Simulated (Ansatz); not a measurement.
## Ordered cells of (Hf,Si)O2 on the monoclinic HfO2 lattice

Small ordered supercells, each relaxed with r2SCAN in Ansatz 0.2.0; x is the share of Si. They stand for particular orderings, not for the random alloy. Computed values alone, no measurements; non-magnetic cells, some hypothetical.

- HfSiO₄ (P2_1, 12 atoms): the symmetry is P2_1 (No. 4, monoclinic); a = 4.993 Å, b = 4.772 Å, c = 5.033 Å, β = 97.7° in the conventional setting, 9.90 Å³ an atom. Hf has 7 O at 2.06–2.23 Å; Si has 5 O at 1.70–1.79 Å; O has 1 Si at 1.75 Å and 2 Hf at 2.06–2.11 Å; O has 1 Si at 1.70 Å and 2 Hf at 2.18–2.23 Å; O has 2 Si at 1.71–1.79 Å and 1 Hf at 2.23 Å; O has 1 Si at 1.77 Å and 2 Hf at 2.07–2.11 Å.
- HfSiO₄ (P-1, 12 atoms): it is triclinic, P-1 (No. 2); a = 4.653 Å, b = 5.254 Å, c = 5.384 Å, α = 103.1°, β = 100.8°, γ = 94.6° in the conventional setting, 10.40 Å³ an atom. Around Hf lie 7 O at 2.08–2.28 Å; around Si lie 5 O at 1.66–1.79 Å; around O lie 1 Si at 1.74 Å and 2 Hf at 2.09–2.12 Å; around O lie 1 Si at 1.66 Å and 2 Hf at 2.08–2.25 Å; around O lie 1 Si at 1.68 Å and 2 Hf at 2.09–2.28 Å; around O lie 2 Si at 1.72–1.79 Å and 1 Hf at 2.13 Å.
- HfSiO₄ (Pc, 12 atoms): the symmetry is Pc (No. 7, monoclinic); a = 4.658 Å, b = 4.856 Å, c = 5.210 Å, β = 96.3° in the conventional setting, 9.76 Å³ an atom. Around Hf lie 7 O at 2.06–2.21 Å; around Si lie 5 O at 1.68–1.95 Å; around O lie 1 Si at 1.69 Å and 2 Hf at 2.06–2.20 Å; around O lie 1 Si at 1.76 Å and 2 Hf at 2.10–2.21 Å; around O lie 1 Si at 1.68 Å and 2 Hf at 2.07–2.18 Å; around O lie 2 Si at 1.69–1.95 Å and 1 Hf at 2.14 Å.
- HfSi₃O₈ (P1, 12 atoms): it is triclinic, P1 (No. 1); conventional cell a = 4.345 Å, b = 4.873 Å, c = 5.321 Å, α = 99.6°, β = 96.3°, γ = 94.0°, 9.16 Å³ an atom. Hf is surrounded by 7 O at 2.00–2.43 Å; Si is surrounded by 5 O at 1.67–1.81 Å; Si is surrounded by 6 O at 1.67–1.90 Å; Si is surrounded by 4 O at 1.62–1.70 Å; O is surrounded by 1 Si at 1.67 Å and 1 Hf at 2.00 Å; O is surrounded by 2 Si at 1.77–1.81 Å and 1 Hf at 2.05 Å; O is surrounded by 2 Si at 1.70–1.85 Å and 1 Hf at 2.20 Å; O is surrounded by 2 Si at 1.62–1.79 Å and 1 Hf at 2.43 Å (further sites aren't listed).

d is direct, i indirect.
```tsv
cell	x	volume (Å³/atom)	gap, r2SCAN (eV)	gap, HSE06 (eV)	gap, PBE0 (eV)
HfSiO4 (P2_1, 12 atoms)	0.500	9.90	3.33 d (B)	4.47 d (B)	5.24 d (B)
HfSiO4 (P-1, 12 atoms)	0.500	10.40	5.19 i (Γ → (0.438, -0.198, 0.479))	6.38 i (Γ → (0.438, -0.198, 0.479))	7.15 i (Γ → (0.438, -0.198, 0.479))
HfSiO4 (Pc, 12 atoms)	0.500	9.76	4.82 i ((0.135, 0, -0.083) → Y₂)	6.01 i ((0.135, 0, -0.083) → Y₂)	6.78 i ((0.135, 0, -0.083) → Y₂)
HfSi3O8 (P1, 12 atoms)	0.750	9.16	4.99 i ((1/8, 0.354, -0.062) → R₂)	6.21 i ((1/8, 0.354, -0.062) → R₂)	6.99 i ((1/8, 0.354, -0.062) → R₂)
```

Q: Which of the orderings at x = 0.500 has the lowest r2SCAN energy?

A: HfSiO₄ (P-1, 12 atoms); above it HfSiO₄ (Pc, 12 atoms) by 66, HfSiO₄ (P2_1, 12 atoms) by 180 meV an atom.

Spin-orbit coupling is left out, which matters wherever the heavy atoms make up the band edges.

Where an edge lies off the special points, it is a point of the mesh or the k point where a search put PBE's edge or least direct gap, reused for the other functionals, whose own edges may lie a little apart.

Coordinates of k points refer to the reciprocal vectors of the primitive cell of the runs.

The meshes of the hybrids are coarse, so their gaps aren't converged to the digits shown.
